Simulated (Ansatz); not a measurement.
**Random displacements in SnSe**

Method: Ansatz 0.2.0, DFT r2SCAN, scalar-relativistic, plane waves, PAW. The runs took a 500 eV cutoff, a Γ-centred 4×8×6 mesh and Gaussian smearing (0.05 eV). No spin polarisation. Energies are free energies at this smearing, counted from the undisturbed cell; pressure is positive in compression.

Reference structure (relaxed at this level):

```xyz
8
Lattice="11.6794 0.0000 0.0000 0.0000 4.1263 0.0000 0.0000 0.0000 4.6927" Properties=species:S:1:pos:R:3 pbc="T T T"
Sn    1.4024    1.0316    0.5821
Sn   10.2770    3.0947    4.1106
Sn    4.4373    3.0947    2.9285
Sn    7.2420    1.0316    1.7642
Se    9.9523    1.0316    2.2907
Se    1.7271    3.0947    2.4020
Se    7.5668    3.0947    4.6370
Se    4.1126    1.0316    0.0557
```

The atoms are displaced (Å, in the unstrained cell):

| atom | ux | uy | uz |
| --- | --- | --- | --- |
| Sn1 | 0.035 | 0.027 | -0.218 |
| Sn2 | -0.058 | 0.219 | -0.004 |
| Sn3 | 0.010 | -0.208 | 0.154 |
| Sn4 | 0.043 | 0.078 | -0.143 |
| Se5 | 0.204 | -0.033 | 0.024 |
| Se6 | -0.047 | 0.184 | 0.013 |
| Se7 | 0.038 | -0.296 | -0.006 |
| Se8 | -0.225 | 0.029 | 0.181 |

Strain (Voigt, engineering shear): (0.0604, 0.0024, -0.0304, -0.0001, -0.0632, 0.0418).

**Question.** What are the energy change, the stress and the forces?

**Answer.** ΔE = 141.6 meV/atom; stress (xx, yy, zz, yz, xz, xy; compression positive) (-1.52, 2.45, 2.37, -3.78, -0.04, 0.05) GPa; gap on the mesh 0.69 eV.
```csv
atom,Fx (eV/Å),Fy,Fz
Sn1,-0.75,0.17,0.30
Sn2,0.33,-1.07,0.88
Sn3,-0.83,0.46,-0.21
Sn4,0.16,-1.69,1.73
Se5,-0.88,0.78,-0.88
Se6,0.68,-0.33,-0.11
Se7,0.21,2.02,-1.75
Se8,1.08,-0.35,0.04
```

Cost: 1 run of about 3.1 core-minutes, on Oxide Virtual Turin-like Processor (Zen 5) (shared hosts).